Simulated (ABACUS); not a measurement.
# Pd (Fm-3m) in ABACUS: further runs

One crystal, Pd, is run at these levels: PW91, HCTH407; tasks: relaxation of cell and atoms, single point.

Everything below comes from runs of ABACUS 3.10.1. Logs are shortened: lines on timing, memory, paths and dates and some standing lists are left out, and cuts for length are marked.

**1. The structure**

Symmetry: Fm-3m, No. 225, cubic system. The conventional cell has a = 3.893 Å, b = 3.893 Å, c = 3.893 Å, α = 90.00°, β = 90.00°, γ = 90.00°. Around Pd (site symmetry m-3m) lie 12 Pd at 2.75 Å.

**2. Relaxation of cell and atoms, PW91**

Contents of INPUT:

```
INPUT_PARAMETERS
suffix              Pd
calculation         cell-relax
basis_type          pw
pseudo_dir          ./
symmetry            1
dft_functional      GGA_X_PW91+GGA_C_PW91
ecutwfc             40
pseudo_rcut         10
nspin               1
nbands              12
ks_solver           dav
smearing_method     fd
smearing_sigma      0.00367493
scf_thr             1e-08
scf_nmax            100
mixing_type         broyden
mixing_beta         0.7
cal_force           1
cal_stress          1
ecutrho             320
relax_nmax          60
force_thr_ev        0.01
relax_method        cg
out_stru            1
stress_thr          0.2
kpar                4
```

Contents of STRU:

```
ATOMIC_SPECIES
Pd 106.4200 pd_pbe_v1.4.uspp.F.UPF

LATTICE_CONSTANT
5.2019751464

LATTICE_VECTORS
0.0000000000 0.7071067812 0.7071067812
0.7071067812 0.0000000000 0.7071067812
0.7071067812 0.7071067812 0.0000000000

ATOMIC_POSITIONS
Cartesian

Pd
0.0
1
0.0000000000 0.0000000000 0.0000000000 1 1 1
```

Contents of KPT:

```
K_POINTS
0
Gamma
10 10 10 0 0 0
```

Potentials or basis: GBRV ultrasoft 1.5 PBE, plane waves.

Started as:

```bash
> OMP_NUM_THREADS=1 mpirun -np 4 abacus > log
```

running log:

```text
ABACUS v3.10.1

               Atomic-orbital Based Ab-initio Computation at UStc

 ------------------------------------------------------------------------------------

 READING GENERAL INFORMATION
                           global_out_dir = OUT.Pd/
                           global_in_card = INPUT
                               pseudo_dir = ./
                              orbital_dir =
                                    DSIZE = 4
                                    GSIZE = 1

 READING UNITCELL INFORMATION
                                    ntype = 1
                  lattice constant (Bohr) = 5.20198
              lattice constant (Angstrom) = 2.75277

 READING ATOM TYPE 1
                               atom label = Pd
                      L=0, number of zeta = 1
                      L=1, number of zeta = 1
                      L=2, number of zeta = 1
             number of atom for this type = 1

                        TOTAL ATOM NUMBER = 1
CARTESIAN COORDINATES ( UNIT =       5.201975146400 Bohr ).
    atom                   x                   y                   z     mag                  vx                  vy                  vz
tauc_Pd1            0.0000000000        0.0000000000        0.0000000000  0.0000        0.0000000000        0.0000000000        0.0000000000

                          Volume (Bohr^3) = 99.5382
                             Volume (A^3) = 14.75

 Lattice vectors: (Cartesian coordinate: in unit of a_0)
                   +0           +0.707107           +0.707107
            +0.707107                  +0           +0.707107
            +0.707107           +0.707107                  +0
 Reciprocal vectors: (Cartesian coordinate: in unit of 2 pi/a_0)
            -0.707107           +0.707107           +0.707107
            +0.707107           -0.707107           +0.707107
            +0.707107           +0.707107           -0.707107
 The esolver type has been set to : ksdft_pw

                PAO radial cut off (Bohr) = 10

 Read in pseudopotential file is pd_pbe_v1.4.uspp.F.UPF
                     pseudopotential type = US
          exchange-correlation functional = PBE
                 nonlocal core correction = 1
                        valence electrons = 16
                                     lmax = 2
                           number of zeta = 4
                     number of projectors = 6
                           L of projector = 0
                           L of projector = 0
                           L of projector = 1
                           L of projector = 1
                           L of projector = 2
                           L of projector = 2
 XC functional updated to : GGA_X_PW91+GGA_C_PW91
          exchange-correlation functional = GGA_X_PW91+GGA_C_PW91
     initial pseudo atomic orbital number = 12

 SETUP THE ELECTRONS NUMBER
            electron number of element Pd = 16
      total electron number of element Pd = 16
            AUTOSET number of electrons:  = 16
                           occupied bands = 8
                                   NBANDS = 12
                                   NLOCAL = 9

%%%%%%%%%%%%%%%%%%%%%%%%%%%%%%%%%%%%%%%%%%%%%%%%%%%%%%%%%%%%%%%%%%%%%%%%%%%%%%%%%%%%%%%%%%%%%%%%%%%%%%%%%%
 Warning: the number of valence electrons in pseudopotential > 10 for Pd: [Kr] 4d10
 Pseudopotentials with additional electrons can yield (more) accurate outcomes, but may be less efficient.
[... 66 lines left out ...]
                                    ibrav = 3
                                    IBRAV = 3
                                  BRAVAIS = FACE CENTERED CUBIC
                       LATTICE CONSTANT A = 1.41421
Original cell was already a primitive cell.
                        ROTATION MATRICES = 48
              PURE POINT GROUP OPERATIONS = 48
                   SPACE GROUP OPERATIONS = 48
                              POINT GROUP = O_h
               POINT GROUP IN SPACE GROUP = O_h

 SETUP K-POINTS
                                    nspin = 1
                   Input type of k points = Monkhorst-Pack(Gamma)
                                   nkstot = 1000
                       right hand lattice = 1
(for reciprocal lattice: )
                             BRAVAIS TYPE = 2
                     BRAVAIS LATTICE NAME = 02. Cubic I (body-centered)
                                    ibrav = 2
                       right hand lattice = 1
(for k-lattice: )
                             BRAVAIS TYPE = 2
                     BRAVAIS LATTICE NAME = 02. Cubic I (body-centered)
                                    ibrav = 2
                       right hand lattice = 1
                        ROTATION MATRICES = 48
                               nkstot_ibz = 47
K-POINTS REDUCTION ACCORDING TO SYMMETRY
     IBZ    DIRECT_X    DIRECT_Y    DIRECT_Z  WEIGHT  ibz2bz
       1  0.00000000  0.00000000  0.00000000  0.0010       0
       2  0.10000000  0.10000000  0.10000000  0.0080       1
       3  0.20000000  0.20000000  0.20000000  0.0080       2
       4  0.30000000  0.30000000  0.30000000  0.0080       3
       5  0.40000000  0.40000000  0.40000000  0.0080       4
       6  0.50000000  0.50000000  0.50000000  0.0040       5
[... 22 lines left out ...]
      29  0.50000000  0.50000000  0.10000000  0.0240      45
      30 -0.20000000  0.40000000  0.40000000  0.0120      46
[... 17 further k points ...]

                               nkstot now = 47
[... K-POINTS DIRECT COORDINATES: 47 rows ...]

           k-point number in this process = 12
       minimum distributed K point number = 11
[... stars of the k points ...]

[... K-POINTS CARTESIAN COORDINATES: 12 rows ...]

[... K-POINTS DIRECT COORDINATES: 12 rows ...]

 SETUP PLANE WAVES FOR WAVE FUNCTIONS
     energy cutoff for wavefunc (unit:Ry) = 40
              fft grid for wave functions = [ 24, 24, 24 ]
                    number of plane waves = 609
                         number of sticks = 91

 PARALLEL PW FOR WAVE FUNCTIONS
     PROC   COLUMNS(POT)             PW
        1             91            609
 --------------- sum -------------------
        1             91            609

 SETUP NONLOCAL PSEUDOPOTENTIALS IN PLANE WAVE BASIS
 Pd non-local projectors:
 projector 1 L=0
 projector 2 L=0
 projector 3 L=1
 projector 4 L=1
 projector 5 L=2
 projector 6 L=2
      TOTAL NUMBER OF NONLOCAL PROJECTORS = 18

 Init Non-Local PseudoPotential table :
 Init Non-Local-Pseudopotential done.

                                     npwx = 434

 Make real space PAO into reciprocal space.
       max mesh points in Pseudopotential = 767
     dq(describe PAO in reciprocal space) = 0.01
                                    max q = 1272

 number of pseudo atomic orbitals for Pd is 4
WARNING: norm of atomic wavefunction # 3 of atomic type Pd is 0.999936, renormalized
WARNING: norm of atomic wavefunction # 4 of atomic type Pd is 0.995801, renormalized

 -------------------------------------------
 STEP OF RELAXATION : 1
 -------------------------------------------
                                 init_chg = atomic

 PW ALGORITHM --------------- ION=   1  ELEC=   1--------------------------------

 Density error is 1.09683386739
                          Error Threshold = 0.01
----------------------------------------------------------
     Energy           Rydberg                 eV
----------------------------------------------------------
 E_KohnSham     -198.3877849667      -2699.2042891454
 E_Harris       -209.1063263901      -2845.0375267525
 E_Fermi        1.6550760010         22.5184642361
----------------------------------------------------------
[... 646 lines left out ...]
 Largest gradient in stress is 0.175629 kbar.
 Threshold is 0.200000 kbar.

 Relaxation is converged!

 --------------------------------------------
 !FINAL_ETOT_IS -2705.1943896097900506 eV
 --------------------------------------------
```

stdout:

```text
ABACUS v3.10.1

               Atomic-orbital Based Ab-initio Computation at UStc

 dft_functional readin is: GGA_X_PW91+GGA_C_PW91
 dft_functional in pseudopot file is: PBE
 Please make sure this is what you need

[... 133 lines left out ...]
         0.1756285162        -0.0000000000         0.0000000000
         0.0000000000         0.1756285162        -0.0000000000
        -0.0000000000        -0.0000000000         0.1756285162
----------------------------------------------------------------
 TOTAL-PRESSURE: 0.175629 KBAR

 ETOT DIFF (eV)       : -0.000017
 LARGEST GRAD (eV/A)  : 0.000000
```

Wall time 19 s (4 MPI ranks of Intel Xeon 6975P-C (Granite Rapids), shared host); peak memory 0.36 GiB.

What came out:

| Item | Value |
| --- | --- |
| Free energy | -2705.1944 eV |
| Relaxed volume | 15.35 Å³/atom |
| Relaxed cell | a = 2.790 Å, b = 2.790 Å, c = 2.790 Å, α = 60.00°, β = 60.00°, γ = 60.00° |
| Space group after relaxing (to 0.05 Å) | Fm-3m (No. 225) |
| Energy gained by relaxing | 14.0 meV/atom |
| Ionic steps | 6 |
| Pressure after relaxing | 0.0 GPa |
| Band gap on the k mesh | none (metal or under the smearing width) |

The path:
```csv
step,energy change (eV),largest force (eV/Å),pressure (GPa),volume (Å³)
1,0.0000,0.0000,7.72,14.75
2,0.0191,0.0000,-9.69,16.38
3,-0.0140,0.0000,-0.03,15.36
4,-0.0140,0.0000,-0.16,15.36
5,-0.0140,0.0000,0.23,15.33
6,-0.0140,0.0000,0.02,15.35
```

Final structure:
```yaml
crystal:
  lattice:
    - [0.00000, 1.97270, 1.97270]
    - [1.97270, 0.00000, 1.97270]
    - [1.97270, 1.97270, 0.00000]
  atoms:
    - { symbol: Pd, position: [0.00000, 0.00000, 0.00000] }
```

Caveat: the potentials were made for another functional, which shifts forces and pressure. Zero-point motion and thermal expansion aren't in these numbers.

**3. Single point, HCTH407**

Contents of run_abacus.py:

```python
"""ABACUS run from a structure file: ASE reads it, the script writes STRU, KPT and INPUT."""
import re
import subprocess
from ase.io import read
from ase.units import Bohr

atoms = read("Pd.cif")
atoms = atoms[(-atoms.numbers).argsort(kind="stable")]  # ABACUS lists atoms element by element
pseudo = {'Pd': 'Pd_ONCV_PBE-1.2.upf'}
orbital = {}
magmoms = None
kmesh = [10, 10, 10]
params = {
    'suffix': 'Pd',
    'calculation': 'scf',
    'basis_type': 'pw',
    'pseudo_dir': './',
    'symmetry': 1,
    'dft_functional': 'GGA_XC_HCTH_407',
    'ecutwfc': 82,
    'pseudo_rcut': 10,
    'nspin': 1,
    'nbands': 19,
    'ks_solver': 'dav',
    'smearing_method': 'fd',
    'smearing_sigma': 0.00367493,
    'scf_thr': 1e-08,
    'scf_nmax': 100,
    'mixing_type': 'broyden',
    'mixing_beta': 0.7,
    'cal_force': 1,
    'cal_stress': 1,
    'out_chg': 1,
    'kpar': 4,
}

symbols = atoms.get_chemical_symbols()
elements = list(dict.fromkeys(symbols))
lines = ["ATOMIC_SPECIES"] + [f"{e} {atoms.get_masses()[symbols.index(e)]:.4f} {pseudo[e]}" for e in elements]
if orbital:
    lines += ["", "NUMERICAL_ORBITAL"] + [orbital[e] for e in elements]
lines += ["", "LATTICE_CONSTANT", f"{1 / Bohr:.10f}", "", "LATTICE_VECTORS"]
lines += [" ".join(f"{x:.10f}" for x in v) for v in atoms.cell]
lines += ["", "ATOMIC_POSITIONS", "Direct"]
for e in elements:
    lines += ["", e, "0.0", str(symbols.count(e))]
    for i, p in enumerate(atoms.get_scaled_positions(wrap=False)):
        if symbols[i] == e:
            mag = "" if magmoms is None else " mag " + " ".join(str(x) for x in (magmoms[i] if isinstance(magmoms[i], list) else [magmoms[i]]))
            lines.append(" ".join(f"{x:.10f}" for x in p) + " 1 1 1" + mag)
open("STRU", "w").write("\n".join(lines) + "\n")
open("KPT", "w").write("K_POINTS\n0\nGamma\n%d %d %d 0 0 0\n" % tuple(kmesh))
open("INPUT", "w").write("INPUT_PARAMETERS\n" + "".join(f"{k:<20s}{v}\n" for k, v in params.items()))

done = subprocess.run(['mpirun', '-np', '4', 'abacus'])
if done.returncode:
    raise SystemExit(done.returncode)
log = open("OUT.Pd/running_scf.log").read()
print("final energy (eV):", re.findall(r"FINAL_ETOT_IS (\S+)", log))
```

Contents of Pd.cif:

```cif
data_Pd
_cell_length_a 2.75276670
_cell_length_b 2.75276670
_cell_length_c 2.75276670
_cell_angle_alpha 60.00000000
_cell_angle_beta 60.00000000
_cell_angle_gamma 60.00000000
_space_group_name_H-M_alt 'P1'
_space_group_name_Hall 'P 1'
_space_group_IT_number 1
loop_
_space_group_symop_operation_xyz
'x,y,z'
loop_
_atom_site_label
_atom_site_type_symbol
_atom_site_symmetry_multiplicity
_atom_site_Wyckoff_symbol
_atom_site_fract_x
_atom_site_fract_y
_atom_site_fract_z
_atom_site_occupancy
Pd1 Pd 1 a 0.0000000000 0.0000000000 0.0000000000 1
```

Potentials or basis: SG15 ONCV 1.2 PBE, plane waves.

Started as:

```bash
> OMP_NUM_THREADS=1 python run_abacus.py > log
```

It took 10 s on 4 MPI ranks of Intel Xeon Platinum 8259CL at 2.50GHz (Skylake/Cascade Lake), shared host; peak memory 0.36 GiB.

The run converged. Its results:

* Free energy: -3459.5107 eV
* Pressure: 6.1 GPa
* Band gap on the k mesh: none (metal or under the smearing width)

Levels at points of the mesh, in eV from the Fermi level:
```csv
k point,band 6,band 7,band 8,band 9,band 10,band 11,band 12,band 13
"(0.00, 0.00, 0.00)",-2.76,-2.76,-2.76,-1.19,-1.19,17.54,22.53,22.53
"(0.50, 0.50, 0.50)",-2.80,-2.80,-0.03,-0.03,1.31,7.47,16.87,21.79
"(0.50, 0.50, 0.00)",-5.00,-0.05,0.26,0.26,3.71,10.91,13.76,13.76
```

Caveat: the potentials were made for another functional, which shifts forces and pressure.

**4. Relaxation of cell and atoms, HCTH407**

Contents of INPUT:

```
INPUT_PARAMETERS
suffix              Pd
calculation         cell-relax
basis_type          pw
pseudo_dir          ./
symmetry            1
dft_functional      GGA_XC_HCTH_407
ecutwfc             82
pseudo_rcut         10
nspin               1
nbands              13
ks_solver           dav
smearing_method     fd
smearing_sigma      0.00367493
scf_thr             1e-08
scf_nmax            100
mixing_type         broyden
mixing_beta         0.7
cal_force           1
cal_stress          1
relax_nmax          60
force_thr_ev        0.005
relax_method        cg
out_stru            1
stress_thr          0.5
kpar                4
```

Contents of STRU:

```
ATOMIC_SPECIES
Pd 106.4200 Pd_ONCV_PBE-1.2.upf

LATTICE_CONSTANT
1.8897261246

LATTICE_VECTORS
0.0000000000 1.9465000000 1.9465000000
1.9465000000 0.0000000000 1.9465000000
1.9465000000 1.9465000000 0.0000000000

ATOMIC_POSITIONS
Direct

Pd
0.0
1
0.0000000000 0.0000000000 0.0000000000 1 1 1
```

KPT is that of step 2.

Started as:

```bash
> OMP_NUM_THREADS=1 mpirun -np 4 abacus > log
```

Run time: 21 s. Hardware: 4 MPI ranks of Intel Xeon Platinum 8259CL at 2.50GHz (Skylake/Cascade Lake), shared host; peak memory 0.36 GiB.

It converged, with:

```
Free energy                            : -3459.5213 eV
Relaxed volume                         : 15.34 Å³/atom
Relaxed cell                           : a = 2.789 Å, b = 2.789 Å, c = 2.789 Å, α = 60.00°, β = 60.00°, γ = 60.00°
Space group after relaxing (to 0.05 Å) : Fm-3m (No. 225)
Energy gained by relaxing              : 10.6 meV/atom
Ionic steps                            : 4
Pressure after relaxing                : 0.0 GPa
Band gap on the k mesh                 : none (metal or under the smearing width)
```

The path:
| step | energy change (eV) | largest force (eV/Å) | pressure (GPa) | volume (Å³) |
| --- | --- | --- | --- | --- |
| 1 | 0.0000 | 0.0000 | 6.12 | 14.75 |
| 2 | 0.0019 | 0.0000 | -5.54 | 16.03 |
| 3 | -0.0106 | 0.0000 | -0.05 | 15.34 |
| 4 | -0.0106 | 0.0000 | -0.01 | 15.34 |

Final structure:
```
CELL_PARAMETERS angstrom
0.00000 1.97215 1.97215
1.97215 0.00000 1.97215
1.97215 1.97215 0.00000
ATOMIC_POSITIONS crystal
Pd 0.00000 0.00000 0.00000
```

Levels at points of the mesh, in eV from the Fermi level:
| k point | band 5 | band 6 | band 7 | band 8 | band 9 | band 10 | band 11 | band 12 | band 13 |
| --- | --- | --- | --- | --- | --- | --- | --- | --- | --- |
| (0.00, 0.00, 0.00) | -6.55 | -2.59 | -2.59 | -2.59 | -1.11 | -1.11 | 17.49 | 22.26 | 22.26 |
| (0.50, 0.50, 0.50) | -4.84 | -2.63 | -2.63 | -0.04 | -0.04 | 1.40 | 7.17 | 16.82 | 21.37 |
| (0.50, 0.50, 0.00) | -4.94 | -4.69 | -0.05 | 0.24 | 0.24 | 3.71 | 10.51 | 13.53 | 13.53 |

Caveat: the potentials were made for another functional, which shifts forces and pressure. Zero-point motion and thermal expansion aren't in these numbers.

**5. Overview**

```csv
task,level,potentials or basis,cell,cutoff (eV),max steps of the relaxation,force threshold,optimiser,stress threshold,gap on the mesh (eV),pressure (GPa),relaxed volume (Å³/atom)
relaxation of cell and atoms,PW91,"GBRV ultrasoft 1.5 PBE, plane waves",relaxed,544,60,0.01 eV/Å,cg,0.2 kbar,none,0.0,15.35
single point,HCTH407,"SG15 ONCV 1.2 PBE, plane waves",as given,1116,-,-,-,-,none,6.1,-
relaxation of cell and atoms,HCTH407,"SG15 ONCV 1.2 PBE, plane waves",relaxed,1116,60,0.005 eV/Å,cg,0.5 kbar,none,0.0,15.34
```

Alike in all rows: no spin polarisation; k mesh 10 × 10 × 10; smearing fermi-dirac 0.05 eV.

Caveats: the potentials were made for another functional, which shifts forces and pressure.

Absolute energies hang on the potentials; compare differences alone.
